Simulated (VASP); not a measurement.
# P in VASP: a series of runs

Aim: see how the results for P move with the level of theory and the settings. Levels: PBE+D3(BJ), r2SCAN, LDA. Tasks: band structure, phonons.

All numbers are computed with VASP 6.6.1; they aren't measurements. Logs are shortened: lines on timing, memory, paths and dates and some standing lists are left out, and cuts for length are marked.

## 1. The slab as given

The cell holds a slab with vacuum, 8 atoms: a = 3.302 Å, b = 4.328 Å, c = 25.373 Å, α = 90.00°, β = 90.00°, γ = 90.00°.

The slab is cut from a database's or a generator's crystal, which needn't be the stable form of the element.

## 2. Band structure, PBE+D3(BJ)

Input file INCAR:

```
SYSTEM = P
  PREC = Accurate
  ENCUT = 520
  EDIFF = 1E-7
  ISMEAR = 0
  SIGMA = 0.03
  LREAL = .False.
  LASPH = .True.
  NELM = 80
  ALGO = Normal
  ISIF = 2
  LWAVE = .False.
  LCHARG = .False.
  LDIPOL = .True.
  IDIPOL = 3
  DIPOL = 0.5 0.5 0.500
  GGA = PE
  IVDW = 12
  NBANDS = 30
  LVHAR = .True.
  LVACPOTAV = .True.
  KPAR = 4
```

Input file KPOINTS:

```
regular mesh
0
Gamma
  10 8 1
  0 0 0
```

Input file POSCAR:

```
P                                       
1.0
    3.3024505770      0.0000000000      0.0000000000
    0.0000000000      4.3280911477      0.0000000000
    0.0000000000      0.0000000000     25.3727681600
  P             
     8
Direct
     1.0000000000000000    0.5790209307519741    0.3574607572485388
     0.5000000000000000    0.9209790692480259    0.3574607572485388
     0.5000000000000000    0.0783740101432068    0.4416788812404545
     1.0000000000000000    0.4216259898567932    0.4416788812404545
     0.5000000000000000    0.5783740101432069    0.5583211187595455
     1.0000000000000000    0.9216259898567931    0.5583211187595455
     1.0000000000000000    0.0790209307519742    0.6425392427514612
     0.5000000000000000    0.4209790692480258    0.6425392427514612
```

Input file KPOINTS_OPT:

```
explicit points
76
Reciprocal
 0.0000000000  0.0000000000  0.0000000000 1
 0.0714285700  0.0000000000  0.0000000000 1
 0.1428571400  0.0000000000  0.0000000000 1
 0.2142857100  0.0000000000  0.0000000000 1
 0.2857142900  0.0000000000  0.0000000000 1
 0.3571428600  0.0000000000  0.0000000000 1
 0.4285714300  0.0000000000  0.0000000000 1
 0.5000000000  0.0000000000  0.0000000000 1
 0.5000000000  0.0833333300  0.0000000000 1
 0.5000000000  0.1666666700  0.0000000000 1
 0.5000000000  0.2500000000  0.0000000000 1
 0.5000000000  0.3333333300  0.0000000000 1
 0.5000000000  0.4166666700  0.0000000000 1
 0.5000000000  0.5000000000  0.0000000000 1
 0.4375000000  0.5000000000  0.0000000000 1
 0.3750000000  0.5000000000  0.0000000000 1
 0.3125000000  0.5000000000  0.0000000000 1
 0.2500000000  0.5000000000  0.0000000000 1
 0.1875000000  0.5000000000  0.0000000000 1
 0.1250000000  0.5000000000  0.0000000000 1
 0.0625000000  0.5000000000  0.0000000000 1
 0.0000000000  0.5000000000  0.0000000000 1
 0.0000000000  0.4166666700  0.0000000000 1
 0.0000000000  0.3333333300  0.0000000000 1
 0.0000000000  0.2500000000  0.0000000000 1
 0.0000000000  0.1666666700  0.0000000000 1
 0.0000000000  0.0833333300  0.0000000000 1
 0.0000000000  0.0000000000  0.0000000000 1
 0.0416666700  0.0416666700  0.0000000000 1
 0.0833333300  0.0833333300  0.0000000000 1
 0.1250000000  0.1250000000  0.0000000000 1
 0.1666666700  0.1666666700  0.0000000000 1
 0.2083333300  0.2083333300  0.0000000000 1
 0.2500000000  0.2500000000  0.0000000000 1
 0.2916666700  0.2916666700  0.0000000000 1
 0.3333333300  0.3333333300  0.0000000000 1
 0.3750000000  0.3750000000  0.0000000000 1
 0.4166666700  0.4166666700  0.0000000000 1
 0.4583333300  0.4583333300  0.0000000000 1
 0.5000000000  0.5000000000  0.0000000000 1
 0.0000000000  0.0000000000  0.0000000000 1
 0.0063338600  0.0000000000  0.0000000000 1
-0.0063338600  0.0000000000  0.0000000000 1
 0.0184737500  0.0000000000  0.0000000000 1
-0.0184737500  0.0000000000  0.0000000000 1
 0.0000000000  0.0083638500  0.0000000000 1
 0.0000000000 -0.0083638500  0.0000000000 1
 0.0000000000  0.0243945500  0.0000000000 1
 0.0000000000 -0.0243945500  0.0000000000 1
 0.5000000000  0.0000000000  0.0000000000 1
 0.5063338600  0.0000000000  0.0000000000 1
 0.4936661400  0.0000000000  0.0000000000 1
 0.5184737500  0.0000000000  0.0000000000 1
 0.4815262500  0.0000000000  0.0000000000 1
 0.5000000000  0.0083638500  0.0000000000 1
 0.5000000000 -0.0083638500  0.0000000000 1
 0.5000000000  0.0243945500  0.0000000000 1
 0.5000000000 -0.0243945500  0.0000000000 1
 0.5000000000  0.5000000000  0.0000000000 1
 0.5063338600  0.5000000000  0.0000000000 1
 0.4936661400  0.5000000000  0.0000000000 1
 0.5184737500  0.5000000000  0.0000000000 1
 0.4815262500  0.5000000000  0.0000000000 1
 0.5000000000  0.5083638500  0.0000000000 1
 0.5000000000  0.4916361500  0.0000000000 1
 0.5000000000  0.5243945500  0.0000000000 1
 0.5000000000  0.4756054500  0.0000000000 1
 0.0000000000  0.5000000000  0.0000000000 1
 0.0063338600  0.5000000000  0.0000000000 1
-0.0063338600  0.5000000000  0.0000000000 1
 0.0184737500  0.5000000000  0.0000000000 1
-0.0184737500  0.5000000000  0.0000000000 1
 0.0000000000  0.5083638500  0.0000000000 1
 0.0000000000  0.4916361500  0.0000000000 1
 0.0000000000  0.5243945500  0.0000000000 1
 0.0000000000  0.4756054500  0.0000000000 1
```

Potentials or basis: VASP PAW PBE potentials, release 64 (P).

On the command line:

```
> cat potpaw_PBE.64/P/POTCAR > POTCAR
> mpirun -np 4 vasp_std > vasp.out
```

OUTCAR:

```text
SYSTEM = P
   PREC = Accurate
   ENCUT = 520
   EDIFF = 1E-7
   ISMEAR = 0
   LREAL = .False.
   LASPH = .True.
   NELM = 80
   ISIF = 2
   GGA = PE
   IVDW = 12
 IVDW          = 12

 ion  position               nearest neighbor table
   1  0.000  0.579  0.357-   2 2.22   2 2.22   4 2.24
   2  0.500  0.921  0.357-   1 2.22   1 2.22   3 2.24
   3  0.500  0.078  0.442-   4 2.22   4 2.22   2 2.24
   4  0.000  0.422  0.442-   3 2.22   3 2.22   1 2.24
   5  0.500  0.578  0.558-   6 2.22   6 2.22   8 2.24
   6  0.000  0.922  0.558-   5 2.22   5 2.22   7 2.24
   7  0.000  0.079  0.643-   8 2.22   8 2.22   6 2.24
   8  0.500  0.421  0.643-   7 2.22   7 2.22   5 2.24

  LATTYP: Found a simple orthorhombic cell.
 ALAT       =     3.3024505770
 B/A-ratio  =     1.3105695443
 C/A-ratio  =     7.6830122263

  Lattice vectors:

 A1 = (   3.3024505770,   0.0000000000,   0.0000000000)
 A2 = (   0.0000000000,   4.3280911477,   0.0000000000)
 A3 = (   0.0000000000,   0.0000000000,  25.3727681600)

Analysis of symmetry for initial positions (statically):
=====================================================================
 Subroutine PRICEL returns:
 Original cell was already a primitive cell.

 Routine SETGRP: Setting up the symmetry group for a
 simple orthorhombic supercell.

 Subroutine GETGRP returns: Found  8 space group operations
 (whereof  2 operations were pure point group operations)
 out of a pool of  8 trial point group operations.

The static configuration has the point symmetry C_1h.
 The point group associated with its full space group is D_2h.

Analysis of symmetry for dynamics (positions and initial velocities):
=====================================================================
 Subroutine PRICEL returns:
 Original cell was already a primitive cell.

 Routine SETGRP: Setting up the symmetry group for a
 simple orthorhombic supercell.

 Subroutine GETGRP returns: Found  8 space group operations
 (whereof  2 operations were pure point group operations)
 out of a pool of  8 trial point group operations.

The dynamic configuration has the point symmetry C_1h.
 The point group associated with its full space group is D_2h.

 Subroutine INISYM returns: Found  8 space group operations
 (whereof  2 operations are pure point group operations),
 and found     1 'primitive' translations

[... 118 lines left out ...]
   NUPDOWN=      -1.0000    fix difference up-down
   EMIN   =  10.00;   EMAX   =-10.00  energy-range for DOS
   EFERMI =   0.00;   METHOD = LEGACY
   ISMEAR =     0;   SIGMA  =   0.03  broadening in eV -4-tet -1-fermi 0-gaus
   EFERMI_NEDOS =   21; number of points for ismear=-14 and -15
   IALGO  =     38    algorithm
   IMIX   =      4    mixing-type and parameters
     AMIX     =   0.40;   BMIX     =  1.00
     AMIX_MAG =   1.60;   BMIX_MAG =  1.00
  volume/ion in A,a.u.               =      45.33       305.92
  Fermi-wavevector in a.u.,A,eV,Ry     =   0.785105  1.483634  8.386502  0.616391
  Thomas-Fermi vector in A             =   1.889374
   LORBIT       =      0    0 simple, 1 ext, 2 COOP (PROOUT), +10 PAW based schemes
   GGA     = PE    functional components
   LHFCALC =     F    Hartree Fock is set to
   AEXX    =    0.0000 exact exchange contribution
   IVDW    =    12    specifies the selected vdW correction
   LEPSILON=     F    determine dielectric tensor
   LRPA    =     F    only Hartree local field effects (RPA)
 non-spin polarized calculation
 Gauss-broadening in eV      SIGMA  =   0.03
  energy-cutoff  :      520.00
  volume of cell :      362.66
 maximum number of plane-waves:      9812
 NGX is ok and might be reduce to    28
   NGX = 13   NGY = 17   NGZ = 95

 dipolmoment           0.000000      0.000000     -0.000000 electrons x Angstroem

 number of electron      39.9999992 magnetization

 dipolmoment           0.000000      0.000000      0.000000 electrons x Angstroem

 Free energy of the ion-electron system (eV)
  ---------------------------------------------------
  ext. energy  EPLUGINS =         0.00000000
  ---------------------------------------------------
  free energy    TOTEN  =       -42.84879601 eV

  energy without entropy =      -42.84879433  energy(sigma->0) =      -42.84879517

 E-fermi :   0.2712     XC(G=0):  -4.5061

 val. band max:        0.2006958415   @ k =   0.0000   0.0000   0.0000
 cond. band min:       0.3417788156   @ k =   0.0000   0.0000   0.0000
 fundamental gap:      0.1410829741
 Fermi energy:         0.2712373329

 k-point     1 :       0.0000    0.0000    0.0000
  band No.  band energies     occupation
      1     -15.6516      2.00000
      2     -15.4869      2.00000
      3     -13.0808      2.00000
      4     -12.6999      2.00000
      5      -9.2336      2.00000
      6      -9.1400      2.00000
[... 781 lines left out ...]
     29       5.0798      0.00000
     30       5.0798      0.00000

 [... further k-points ...]

------------------------ aborting loop because EDIFF is reached ----------------------------------------

 Edisp (eV)   -2.52824

 E8    (eV) :    -0.9917

  FORCE on cell =-STRESS in cart. coord.  units (eV):
  Direction    XX          YY          ZZ          XY          YZ          ZX
  --------------------------------------------------------------------------------------
  -------------------------------------------------------------------------------------
  Total      -0.01822    -0.00755    -0.02472    -0.00000     0.00000     0.00000
  in kB      -0.08050    -0.03335    -0.10920    -0.00000     0.00000     0.00000
  external pressure =       -0.07 kB  Pullay stress =        0.00 kB

 VOLUME and BASIS-vectors are now :
 -----------------------------------------------------------------------------
  energy-cutoff  :      520.00
  volume of cell :      362.66
      direct lattice vectors                 reciprocal lattice vectors
     3.302450577  0.000000000  0.000000000     0.302805440  0.000000000  0.000000000
     0.000000000  4.328091148  0.000000000     0.000000000  0.231048739  0.000000000
     0.000000000  0.000000000 25.372768160     0.000000000  0.000000000  0.039412333

 POSITION                                       TOTAL-FORCE (eV/Angst)
 -----------------------------------------------------------------------------------
      0.00000      2.50606      9.06977         0.000000     -0.000714     -0.001313
      1.65123      3.98608      9.06977         0.000000      0.000714     -0.001313
      1.65123      0.33921     11.20662        -0.000000      0.000158      0.001316
      0.00000      1.82484     11.20662         0.000000     -0.000158      0.001316
      1.65123      2.50326     14.16615        -0.000000      0.000158     -0.001316
      0.00000      3.98888     14.16615        -0.000000     -0.000158     -0.001316
      0.00000      0.34201     16.30300         0.000000     -0.000714      0.001313
      1.65123      1.82204     16.30300         0.000000      0.000714      0.001313
 -----------------------------------------------------------------------------------
    total drift:                               -0.000000     -0.000000      0.000000

  FREE ENERGIE OF THE ION-ELECTRON SYSTEM (eV)
  ---------------------------------------------------
  free  energy   TOTEN  =       -45.3770317432 eV

  energy  without entropy=      -45.3770300633  energy(sigma->0) =      -45.37703090

 vacuum level on the upper side and lower side of the slab         4.609         4.609
```

Run time: 3.4 min. Hardware: 4 MPI ranks of Intel Xeon Platinum 8488C (Sapphire Rapids), shared host; peak memory 0.57 GiB.

Results:

```yaml
Free_energy: -45.3770 eV
Band_gap_on_the_k_mesh: 0.14 eV, direct
Band_gap_along_the_path: 0.14 eV, direct
Dispersion_energy_per_atom: -0.316 eV
Ionisation_potential_of_the_upper_face: 4.41 eV
```

(Continued in part 2 of 2.)
